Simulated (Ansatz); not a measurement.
# F: the cost of one run

Code: Ansatz 0.2.0. PBE orbitals, norm-conserving pseudopotentials, plane waves. The values are computed, spin-unpolarised, and not measurements.

## (1) The cell

The cell was relaxed beforehand with r2SCAN; volume changes: +0 %, -5 %, +5 %, -10 %, +10 %.

It is monoclinic, C2/m (No. 12); a = 5.374 Å, b = 3.103 Å, c = 7.265 Å, β = 107.5° in the conventional setting, 14.44 Å³ an atom. F has 1 F at 1.40 Å.

The structure in full:

```
CELL_PARAMETERS angstrom
2.68716 -1.55157 -0.01178
2.68716 1.55157 -0.01178
-2.15862 0.00000 6.93700
ATOMIC_POSITIONS crystal
F 0.50427 0.50427 0.40476
F 0.08260 0.08260 0.09511
F 0.49573 0.49573 0.59524
F 0.91740 0.91740 0.90489
```

## (2) The unscaled cell

File input.yaml:

```yaml
crystal:
  lattice:
    - [2.687160999, -1.5515692353, -0.0117775487]
    - [2.687160999, 1.5515692353, -0.0117775487]
    - [-2.1586188292, 0.0, 6.9370003491]
  atoms:
    - { symbol: F, position: [0.5042747577, 0.5042747577, 0.4047570439] }
    - { symbol: F, position: [0.0825967397, 0.0825967397, 0.0951117768] }
    - { symbol: F, position: [0.4957252423, 0.4957252423, 0.5952429561] }
    - { symbol: F, position: [0.9174032603, 0.9174032603, 0.9048882232] }
kpoints:
  mp_grid: { grid: [4, 4, 2] }
hamiltonian:
  xc: pbe
  pseudopotentials: { kind: nc }
scf:
  occupations: { method: fixed }
output:
  rpa_energy:
    ecut_chi_ladder: [186, 208, 231, 256, 282]
    long_wavelength: optical_limit
  write_density: true
  write_potential: true
  elf: true
  volumetric_format: npy
basis:
  ecutwfc: 1320.0
```

Q: Estimate wall time and peak memory on 1 × NVIDIA H100 80GB HBM3 with 2 threads of AMD EPYC 7R13 (Zen 3), shared host.

About 8.6 min, with a peak of 5.5 GiB on the host.
